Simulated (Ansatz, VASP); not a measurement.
One calculation of Be, two programs

```
Be
1.0
    -1.27770    1.27770    1.27770
     1.27770   -1.27770    1.27770
     1.27770    1.27770   -1.27770
Be
1
Cartesian
  0.0000 0.0000 0.0000
```

Change from the starting cell: volume scaled by 1.06, PAW files.

Alike in both runs: task electric field gradients; functional PBEsol; k mesh 23 × 23 × 23; occupations fermi-dirac, width 0.03 eV; no spin polarisation.

|  | VASP | Ansatz |
| --- | --- | --- |
| version | VASP 6.6.1 | Ansatz 0.2.0 |
| potentials or method | VASP PAW PBE potentials, release 64 (Be) | PAW with Ansatz's default frozen-core files, scalar-relativistic |
| plane-wave cutoff (eV) | 520 | 420 |
| valence electrons in the cell | 2 | 2 |

VASP gave:

```
pressure (GPa)                                                 : -7.9
Vzz of the field gradient on the site that differs most (V/Å²) : 0.0
```

Problem. Which values does Ansatz return?

Solution. Pressure (GPa): -8.2; Vzz of the field gradient on the site that differs most (V/Å²): 0.0.

Caveats: the PAW data sets were made with another functional, which shifts forces and pressure a little (VASP).
